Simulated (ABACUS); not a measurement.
# ZrSe2 (P-3m1) in ABACUS: a series of runs

Runs on ZrSe2. Level: PBE. Tasks: single point, relaxation of cell and atoms.

All numbers are computed with ABACUS 3.10.1; they aren't measurements. Logs are shortened: lines on timing, memory, paths and dates and some standing lists are left out, and cuts for length are marked.

**The experiment to reproduce.**

“Stress-Tuned Optical Transitions in Layered 1T-MX2 (M= Hf, Zr, Sn; X= S, Se) Crystals”, 2022, arxiv:2210.12074 quotes, for a bulk crystal of ZrSe2: band gap 1.2 eV (indirect).

How close the calculation comes is told below.

**1. Starting point**

It takes space group P-3m1 (No. 164, trigonal). The conventional cell has a = 3.798 Å, b = 3.798 Å, c = 6.192 Å, α = 90.00°, β = 90.00°, γ = 120.00°. Zr (site symmetry -3m) has 6 Se at 2.68 Å as nearest neighbours. Se (site symmetry 3m) has 3 Zr at 2.68 Å as nearest neighbours.

**2. Single point, PBE**

INPUT

```
INPUT_PARAMETERS
suffix              ZrSe2
calculation         scf
basis_type          lcao
pseudo_dir          ./
orbital_dir         ./
symmetry            1
dft_functional      pbe
ecutwfc             100
pseudo_rcut         10
nspin               1
nbands              28
ks_solver           genelpa
smearing_method     fd
smearing_sigma      0.00367493
scf_thr             1e-07
scf_nmax            100
mixing_type         broyden
mixing_beta         0.7
cal_force           1
cal_stress          1
out_mul             1
out_chg             1
```

STRU

```
ATOMIC_SPECIES
Zr 91.2240 Zr.upf
Se 78.9710 Se.upf

NUMERICAL_ORBITAL
Zr_confined-atom_8au_2s1p1d.orb
Se_confined-atom_7au_1s1p1d.orb

LATTICE_CONSTANT
7.1771798213

LATTICE_VECTORS
1.0000000000 0.0000000000 0.0000000000
-0.5000000000 0.8660254038 0.0000000000
0.0000000000 0.0000000000 1.6303317536

ATOMIC_POSITIONS
Cartesian

Zr
0.0
1
0.0000000000 0.0000000000 0.0000000000 1 1 1

Se
0.0
2
0.5000000000 0.2886751346 1.2227488152 1 1 1
0.0000000000 0.5773502692 0.4075829384 1 1 1
```

KPT

```
K_POINTS
0
Gamma
7 7 5 0 0 0
```

Potentials or basis: Ansatz NC PBE, SZ LCAO (the cutoffs set its grid).

Run with:

```
$ OMP_NUM_THREADS=1 mpirun -np 4 abacus > log
```

running log:

```text
[... set-up lines left out ...]
 LCAO ALGORITHM --------------- ION=   1  ELEC=   1--------------------------------

 Density error is 0.0476378667892
----------------------------------------------------------
     Energy           Rydberg                 eV
----------------------------------------------------------
 E_KohnSham     -586.1734032209      -7975.2982998563
 E_Harris       -584.5917910341      -7953.7793620885
 E_Fermi        0.6902827958         9.3917792536
----------------------------------------------------------

 LCAO ALGORITHM --------------- ION=   1  ELEC=   2--------------------------------

 Density error is 0.0546159694139
----------------------------------------------------------
     Energy           Rydberg                 eV
----------------------------------------------------------
 E_KohnSham     -586.1721788368      -7975.2816412559
 E_Harris       -586.6836306372      -7982.2402999934
 E_Fermi        0.6750597249         9.1846587488
----------------------------------------------------------

 LCAO ALGORITHM --------------- ION=   1  ELEC=   3--------------------------------

 Density error is 0.013285922323
----------------------------------------------------------
     Energy           Rydberg                 eV
----------------------------------------------------------
 E_KohnSham     -586.2609991765      -7976.4901039740
 E_Harris       -585.8849709652      -7971.3739776907
 E_Fermi        0.6982546733         9.5002422123
----------------------------------------------------------

 LCAO ALGORITHM --------------- ION=   1  ELEC=   4--------------------------------

 Density error is 0.00106902783185
----------------------------------------------------------
     Energy           Rydberg                 eV
----------------------------------------------------------
 E_KohnSham     -586.2639811867      -7976.5306763035
 E_Harris       -586.2845132242      -7976.8100290058
 E_Fermi        0.7010035906         9.5376431511
----------------------------------------------------------

 LCAO ALGORITHM --------------- ION=   1  ELEC=   5--------------------------------

 Density error is 0.00027987488188
----------------------------------------------------------
     Energy           Rydberg                 eV
----------------------------------------------------------
 E_KohnSham     -586.2640083476      -7976.5310458464
 E_Harris       -586.2608450077      -7976.4880063990
 E_Fermi        0.7011265912         9.5393166600
----------------------------------------------------------

 LCAO ALGORITHM --------------- ION=   1  ELEC=   6--------------------------------

 Density error is 3.10364235861e-05
----------------------------------------------------------
     Energy           Rydberg                 eV
----------------------------------------------------------
 E_KohnSham     -586.2640097050      -7976.5310643149
 E_Harris       -586.2655488297      -7976.5520051813
 E_Fermi        0.7011217055         9.5392501861
----------------------------------------------------------

 LCAO ALGORITHM --------------- ION=   1  ELEC=   7--------------------------------

 Density error is 1.69712224103e-05
----------------------------------------------------------
     Energy           Rydberg                 eV
----------------------------------------------------------
 E_KohnSham     -586.2640096994      -7976.5310642391
 E_Harris       -586.2646827352      -7976.5402213616
 E_Fermi        0.7011138887         9.5391438339
----------------------------------------------------------

 LCAO ALGORITHM --------------- ION=   1  ELEC=   8--------------------------------

 Density error is 3.4017893001e-06
----------------------------------------------------------
     Energy           Rydberg                 eV
----------------------------------------------------------
 E_KohnSham     -586.2640097017      -7976.5310642703
 E_Harris       -586.2641398621      -7976.5328351937
 E_Fermi        0.7011125991         9.5391262870
----------------------------------------------------------

 LCAO ALGORITHM --------------- ION=   1  ELEC=   9--------------------------------

 Density error is 3.54741430339e-07
----------------------------------------------------------
     Energy           Rydberg                 eV
----------------------------------------------------------
 E_KohnSham     -586.2640097018      -7976.5310642717
 E_Harris       -586.2640219637      -7976.5312311031
 E_Fermi        0.7011122178         9.5391210993
----------------------------------------------------------

 LCAO ALGORITHM --------------- ION=   1  ELEC=  10--------------------------------

 Density error is 1.47426672349e-08
----------------------------------------------------------
     Energy           Rydberg                 eV
----------------------------------------------------------
 E_KohnSham     -586.2640097018      -7976.5310642721
 E_KS(sigma->0) -586.2639508199      -7976.5302631424
 E_Harris       -586.2640099897      -7976.5310681893
 E_band         -64.1757455507       -873.1558128876
 E_one_elec     -323.5122389412      -4401.6098223383
 E_Hartree      172.1047434485       2341.6051637274
 E_xc           -117.0996024483      -1593.2218268318
 E_Ewald        -317.7567939969      -4323.3029765699
 E_entropy(-TS) -0.0001177639        -0.0016022595
 E_descf        0.0000000000         0.0000000000
 E_exx          0.0000000000         0.0000000000
 E_Fermi        0.7011121970         9.5391208161
----------------------------------------------------------

 charge density convergence is achieved
 final etot is -7976.5310643 eV
 EFERMI = 9.5391208161 eV

 STATE ENERGY(eV) AND OCCUPATIONS    NSPIN == 1
 1/32 kpoint (Cartesian) = 0.0000 0.0000 0.0000 (2217 pws)
       1       -40.4122     0.00816327
       2       -37.4490     0.00816327
       3       -37.4490     0.00816327
       4       -37.4489     0.00816327
       5       -37.4489     0.00816327
       6       -37.4358     0.00816327
[... 20 lines left out ...]
      27        13.8402    3.57641e-40
      28        15.6660    4.94475e-56

 2/32 kpoint (Cartesian) = -0.14286 0.082479 0.0000 (2218 pws)
       1       -40.4100      0.0489796
       2       -37.4490      0.0489796
       3       -37.4489      0.0489796
       4       -37.4487      0.0489796
       5       -37.4483      0.0489796
       6       -37.4357      0.0489796
[... 20 lines left out ...]
      27        13.8385    2.21737e-39
      28        16.7633    8.74732e-65

 3/32 kpoint (Cartesian) = -0.28571 0.16496 0.0000 (2215 pws)
       1       -40.4052      0.0489796
       2       -37.4490      0.0489796
       3       -37.4486      0.0489796
       4       -37.4485      0.0489796
       5       -37.4469      0.0489796
       6       -37.4356      0.0489796
[... 20 lines left out ...]
      27        14.2593    4.90551e-43
      28        18.3545    1.32000e-78

 4/32 kpoint (Cartesian) = -0.42857 0.24744 0.0000 (2221 pws)
       1       -40.4015      0.0489796
       2       -37.4489      0.0489796
       3       -37.4484      0.0489796
       4       -37.4484      0.0489796
       5       -37.4458      0.0489796
       6       -37.4356      0.0489796
[... 20 lines left out ...]
      27        14.7876    1.26478e-47
      28        18.8782    3.73082e-83

 5/32 kpoint (Cartesian) = -0.14286 0.24744 0.0000 (2228 pws)
       1       -40.4065      0.0489796
       2       -37.4489      0.0489796
       3       -37.4487      0.0489796
       4       -37.4486      0.0489796
       5       -37.4473      0.0489796
       6       -37.4356      0.0489796
[... 20 lines left out ...]
      27        14.2467    6.31783e-43
      28        18.0538    5.40256e-76

 6/32 kpoint (Cartesian) = -0.28571 0.32991 0.0000 (2227 pws)
       1       -40.4023      0.0979592
       2       -37.4487      0.0979592
       3       -37.4485      0.0979592
       4       -37.4484      0.0979592
       5       -37.4461      0.0979592
       6       -37.4355      0.0979592
[... 20 lines left out ...]
      27        14.7090    1.21911e-46
      28        18.9062    4.26347e-83

[... levels at 26 further k points ...]

 correction force for each atom along direction 1 is -2.72652e-14
 correction force for each atom along direction 2 is -2.61897e-14
 correction force for each atom along direction 3 is 4.54891e-14
------------------------------------------------------------------------------------------
 TOTAL-FORCE (eV/Angstrom)
------------------------------------------------------------------------------------------
                       Zr1         0.0000000000         0.0000000000         0.0000000000
                       Se1         0.0000000000         0.0000000000        -0.6430882459
                       Se2         0.0000000000         0.0000000000         0.6430882459
------------------------------------------------------------------------------------------

----------------------------------------------------------------
 TOTAL-STRESS (KBAR)
----------------------------------------------------------------
        50.0019766813        -0.0000000000         0.0000000000
         0.0000000000        50.0019766795         0.0000000000
         0.0000000000        -0.0000000000        37.5601976038
----------------------------------------------------------------
 TOTAL-PRESSURE: 45.854717 KBAR

 --------------------------------------------
 !FINAL_ETOT_IS -7976.5310642721260592 eV
 --------------------------------------------
```

Run time: 3.2 s. Hardware: 4 MPI ranks of Intel Xeon Platinum 8488C (Sapphire Rapids), shared host; peak memory 0.4 GiB.

The run converged, but some of its settings lie outside the range that counts as converged, so its numbers aren't taken as properties of the crystal.

What came out:

```
Free energy            : -7976.5311 eV
Pressure               : 4.6 GPa
Largest force          : 0.643 eV/Å
Band gap on the k mesh : 0.17 eV, indirect (least direct gap 0.48 eV)
Mulliken charges       : Zr +0.65; Se -0.33 e
```

Caveat: the atomic orbitals were generated for these runs and aren't a published set; Mulliken charges move with the basis; an odd mesh through Γ misses points on the zone boundary, where band edges often lie; this functional lacks dispersion, which binds the layers, so the pressure and a relaxed spacing across them are unreliable; the basis of atomic orbitals isn't converged, which shifts pressures, moduli and gaps.

**3. Relaxation of cell and atoms, PBE**

run_abacus.py

```python
"""Relaxation by an ASE optimiser with ABACUS as a small file-based calculator."""
import re
import subprocess
import numpy as np
from ase.calculators.calculator import Calculator, all_changes
from ase.filters import FrechetCellFilter
from ase.io import read
from ase.optimize import BFGS
from ase.stress import full_3x3_to_voigt_6_stress
from ase.units import Bohr, GPa

atoms = read("ZrSe2.cif")
atoms = atoms[(-atoms.numbers).argsort(kind="stable")]  # ABACUS lists atoms element by element
pseudo = {'Zr': 'Zr.upf', 'Se': 'Se.upf'}
orbital = {'Zr': 'Zr_confined-atom_8au_2s1p1d.orb', 'Se': 'Se_confined-atom_7au_1s1p1d.orb'}
magmoms = None
kmesh = [7, 7, 5]
params = {
    'suffix': 'ZrSe2',
    'calculation': 'scf',
    'basis_type': 'lcao',
    'pseudo_dir': './',
    'orbital_dir': './',
    'symmetry': 1,
    'dft_functional': 'pbe',
    'ecutwfc': 100,
    'pseudo_rcut': 10,
    'nspin': 1,
    'nbands': 27,
    'ks_solver': 'genelpa',
    'smearing_method': 'fd',
    'smearing_sigma': 0.00367493,
    'scf_thr': 1e-07,
    'scf_nmax': 100,
    'mixing_type': 'broyden',
    'mixing_beta': 0.7,
    'cal_force': 1,
    'cal_stress': 1,
    'out_mul': 1,
}

def write_input(atoms):
    symbols = atoms.get_chemical_symbols()
    elements = list(dict.fromkeys(symbols))
    lines = ["ATOMIC_SPECIES"] + [f"{e} {atoms.get_masses()[symbols.index(e)]:.4f} {pseudo[e]}" for e in elements]
    if orbital:
        lines += ["", "NUMERICAL_ORBITAL"] + [orbital[e] for e in elements]
    lines += ["", "LATTICE_CONSTANT", f"{1 / Bohr:.10f}", "", "LATTICE_VECTORS"]
    lines += [" ".join(f"{x:.10f}" for x in v) for v in atoms.cell]
    lines += ["", "ATOMIC_POSITIONS", "Direct"]
    for e in elements:
        lines += ["", e, "0.0", str(symbols.count(e))]
        for i, p in enumerate(atoms.get_scaled_positions(wrap=False)):
            if symbols[i] == e:
                mag = "" if magmoms is None else " mag " + " ".join(str(x) for x in (magmoms[i] if isinstance(magmoms[i], list) else [magmoms[i]]))
                lines.append(" ".join(f"{x:.10f}" for x in p) + " 1 1 1" + mag)
    open("STRU", "w").write("\n".join(lines) + "\n")
    open("KPT", "w").write("K_POINTS\n0\nGamma\n%d %d %d 0 0 0\n" % tuple(kmesh))
    open("INPUT", "w").write("INPUT_PARAMETERS\n" + "".join(f"{k:<20s}{v}\n" for k, v in params.items()))

class Abacus(Calculator):
    implemented_properties = ["energy", "free_energy", "forces", "stress"]

    def calculate(self, atoms=None, properties=("energy",), system_changes=all_changes):
        super().calculate(atoms, properties, system_changes)
        write_input(self.atoms)
        subprocess.run(['mpirun', '-np', '4', 'abacus'], check=True)
        log = open("OUT.ZrSe2/running_scf.log").read()
        if "charge density convergence is achieved" not in log:
            raise RuntimeError("SCF not converged")
        rows = lambda title, n: np.array([l.split()[-3:] for l in log.split(title)[-1].split("\n")[2:2 + n]], float)
        energy = float(re.findall(r"FINAL_ETOT_IS (\S+)", log)[-1])
        stress = -rows("TOTAL-STRESS", 3) / 10 * GPa  # ABACUS prints kbar, compression positive
        self.results = dict(energy=energy, free_energy=energy, forces=rows("TOTAL-FORCE", len(self.atoms)), stress=full_3x3_to_voigt_6_stress(stress))

atoms.calc = Abacus()
opt = BFGS(FrechetCellFilter(atoms), logfile="opt.log", trajectory="relax.traj")
print("optimiser converged:", opt.run(fmax=0.02, steps=60))
```

ZrSe2.cif

```cif
data_ZrSe2
_cell_length_a 3.79800000
_cell_length_b 3.79800000
_cell_length_c 6.19200000
_cell_angle_alpha 90.00000000
_cell_angle_beta 90.00000000
_cell_angle_gamma 120.00000000
_space_group_name_H-M_alt 'P1'
_space_group_name_Hall 'P 1'
_space_group_IT_number 1
loop_
_space_group_symop_operation_xyz
'x,y,z'
loop_
_atom_site_label
_atom_site_type_symbol
_atom_site_symmetry_multiplicity
_atom_site_Wyckoff_symbol
_atom_site_fract_x
_atom_site_fract_y
_atom_site_fract_z
_atom_site_occupancy
Zr1 Zr 1 a 0.0000000000 0.0000000000 0.0000000000 1
Se1 Se 1 a 0.6666666667 0.3333333333 0.7500000000 1
Se2 Se 1 a 0.3333333333 0.6666666667 0.2500000000 1
```

Potentials or basis: Ansatz NC PBE, SZ LCAO (the cutoffs set its grid).

Run with:

```
$ OMP_NUM_THREADS=1 python run_abacus.py > log
```

It took 28 s on 4 MPI ranks of Intel Xeon Platinum 8488C (Sapphire Rapids), shared host; peak memory 0.4 GiB.

The run converged, but some of its settings lie outside the range that counts as converged, so its numbers aren't taken as properties of the crystal.

Results:

| Item | Value |
| --- | --- |
| Free energy | -7976.5920 eV |
| Relaxed volume | 26.88 Å³/atom |
| Relaxed cell | a = 3.877 Å, b = 3.877 Å, c = 6.195 Å, α = 90.00°, β = 90.00°, γ = 120.00° |
| Space group after relaxing (to 0.05 Å) | P-3m1 (No. 164) |
| Energy gained by relaxing | 20.3 meV/atom |
| Ionic steps | 9 |
| Pressure after relaxing | 0.0 GPa |
| Largest force after relaxing | 0.015 eV/Å |
| Band gap on the k mesh | 0.12 eV, indirect (least direct gap 0.39 eV) |
| Mulliken charges | Zr +0.68; Se -0.34 e |

Caveat: the atomic orbitals were generated for these runs and aren't a published set; Mulliken charges move with the basis; an odd mesh through Γ misses points on the zone boundary, where band edges often lie; this functional lacks dispersion, which binds the layers, so the pressure and a relaxed spacing across them are unreliable; the basis of atomic orbitals isn't converged, which shifts pressures, moduli and gaps.

**4. Single point, PBE**

INPUT

```
INPUT_PARAMETERS
suffix              ZrSe2
calculation         scf
basis_type          pw
pseudo_dir          ./
symmetry            1
dft_functional      pbe
ecutwfc             40
pseudo_rcut         10
nspin               1
nbands              22
ks_solver           dav
smearing_method     fd
smearing_sigma      0.00367493
scf_thr             1e-08
scf_nmax            100
mixing_type         broyden
mixing_beta         0.7
cal_force           1
cal_stress          1
ecutrho             320
out_chg             1
kpar                4
```

STRU

```
ATOMIC_SPECIES
Zr 91.2240 zr_pbe_v1.uspp.F.UPF
Se 78.9710 se_pbe_v1.uspp.F.UPF

LATTICE_CONSTANT
1.8897261246

LATTICE_VECTORS
3.7980000000 0.0000000000 0.0000000000
-1.8990000000 3.2891644836 0.0000000000
0.0000000000 0.0000000000 6.1920000000

ATOMIC_POSITIONS
Cartesian

Zr
0.0
1
0.0000000000 0.0000000000 0.0000000000 1 1 1

Se
0.0
2
1.8990000002 1.0963881611 4.6440000000 1 1 1
-0.0000000002 2.1927763225 1.5480000000 1 1 1
```

KPT

```
K_POINTS
0
Gamma
6 6 4 0 0 0
```

Potentials or basis: GBRV ultrasoft 1.5 PBE, plane waves.

Run with:

```
$ OMP_NUM_THREADS=1 mpirun -np 4 abacus > log
```

Run time: 24 s. Hardware: 4 MPI ranks of Intel Xeon 6975P-C (Granite Rapids), shared host; peak memory 1 GiB.

Results (log left out):

```
Free energy            : -2539.5567 eV
Pressure               : 2.0 GPa
Largest force          : 0.279 eV/Å
Band gap on the k mesh : 0.37 eV, indirect (least direct gap 1.04 eV)
```

Forces in eV/Å, atoms in the order of the input:
```
Zr   0.000  0.000  0.000
Se   0.000  0.000 -0.279
Se   0.000  0.000  0.279
```

Stress tensor (GPa, compression positive):
```
1.46 0.00 0.00
0.00 1.46 0.00
0.00 0.00 2.97
```

Levels at points of the mesh, in eV from the valence-band top:
```csv
k point,band 10,band 11,band 12,band 13,band 14,band 15
"(0.00, 0.00, 0.00)",-0.05,-0.05,0.00,1.04,1.04,1.57
"(0.50, 0.50, 0.00)",-2.51,-2.13,-1.36,0.56,2.51,2.84
"(0.00, 0.00, 0.50)",-2.05,-0.22,-0.22,1.02,1.02,1.96
"(0.50, 0.50, 0.50)",-2.52,-1.05,-0.98,0.37,2.50,2.83
```

Caveat: this functional lacks dispersion, which binds the layers, so the pressure and a relaxed spacing across them are unreliable.

**5. Against experiment**

Step 4. Against the measured gap of ZrSe2, 1.2 eV (indirect; quoted in “Stress-Tuned Optical Transitions in Layered 1T-MX2 (M= Hf, Zr, Sn; X= S, Se) Crystals”, 2022, arxiv:2210.12074), the calculated 0.37 eV is off by -0.83 eV. Spin-orbit coupling on Se, Zr is left out. The value is that of PBE on a finite k mesh, which can miss the band edges, without temperature or zero-point motion. Semilocal functionals fall short of measured gaps as a rule.
